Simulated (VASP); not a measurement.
The system is BeS.

```
CELL_PARAMETERS angstrom
0.00000 2.42500 2.42500
2.42500 0.00000 2.42500
2.42500 2.42500 0.00000
ATOMIC_POSITIONS crystal
S 0.75000 0.75000 0.75000
Be 0.00000 0.00000 0.00000
```

| Quantity | Value |
| --- | --- |
| Program | VASP 6.6.1 |
| Task | relaxation of cell and atoms |
| Functional | revPBE |
| Potentials or basis | VASP PAW PBE potentials, release 64 (S, Be) |
| Cutoff | 600 eV |
| k mesh | 9 × 9 × 9 |
| Occupations | fermi-dirac, width 0.05 eV |
| Spin | no spin polarisation |

At the start: pressure 3.4 GPa; volume 14.26 Å³/atom.

Question: Where does the relaxation end?

Answer: Over 3 steps the energy falls by 5.3 meV/atom and the volume is 14.78 Å³/atom (+3.6 %); space group F-43m (No. 216, to 0.05 Å).

The path:
```csv
step,energy change (eV),largest force (eV/Å),pressure (GPa),volume (Å³)
1,0.0000,0.0000,3.41,28.52
2,-0.0102,0.0000,-0.70,29.79
3,-0.0107,0.0000,0.02,29.55
```

Final structure:
```
S Be
1.0
     0.00000    2.45395    2.45395
     2.45395    0.00000    2.45395
     2.45395    2.45395    0.00000
S Be
1 1
Direct
  0.75000 0.75000 0.75000
  0.00000 0.00000 0.00000
```

Caveat: the PAW data sets were made with another functional, which shifts forces and pressure a little.
